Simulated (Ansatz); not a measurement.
The system is Te2Mo.

```
CELL_PARAMETERS angstrom
3.51820 0.00000 0.00000
-1.75910 3.04685 0.00000
0.00000 0.00000 13.97360
ATOMIC_POSITIONS crystal
Te 0.66667 0.33333 0.37900
Te 0.33333 0.66667 0.87900
Te 0.66667 0.33333 0.12100
Te 0.33333 0.66667 0.62100
Mo 0.66667 0.33333 0.75000
Mo 0.33333 0.66667 0.25000
```

* Program: Ansatz 0.2.0
* Task: relaxation of cell and atoms
* Functional: rPW86-PBE
* Potentials or basis: Ansatz PAW
* Cutoff: 420 eV (not typed: the program's choice for these potentials)
* k mesh: 9 × 9 × 2
* Occupations: fermi-dirac, width 0.05 eV
* Spin: no spin polarisation

At the start: volume 24.96 Å³/atom.

Where does the relaxation end?

It ends after 8 steps and the volume is 29.51 Å³/atom (+18.2 %); space group P6_3/mmc (No. 194, to 0.05 Å).

Step by step:
```tsv
step	energy change (eV)	largest force (eV/Å)	volume (Å³)
1	0.0000	0.6089	149.79
2	-0.2256	0.9067	170.67
3	-0.2639	0.7338	180.56
4	-0.4083	0.0714	173.85
5	-0.4120	0.0024	174.76
6	-0.4128	0.0183	176.07
7	-0.4129	0.0010	177.06
8	-0.4216	0.0010	177.06
```

Final structure:
```
Te Mo
1.0
     3.65057    0.00000    0.00000
    -1.82528    3.16148    0.00000
     0.00000    0.00000   15.34144
Te Mo
4 2
Direct
  0.66667 0.33333 0.36834
  0.33333 0.66667 0.86834
  0.66667 0.33333 0.13166
  0.33333 0.66667 0.63166
  0.66667 0.33333 0.75000
  0.33333 0.66667 0.25000
```

Caveat: the volume moved by over 15 % at a fixed basis, so the end points are rough; the plane-wave basis is chosen anew once the cell has moved, so the energies of steps on either side of that aren't comparable; the volume moved by +18 % from the deposited cell, more than functionals usually miss; the PAW data sets come from PBE, with cores solved anew for the run's functional, which leaves a small shift of forces and pressure.
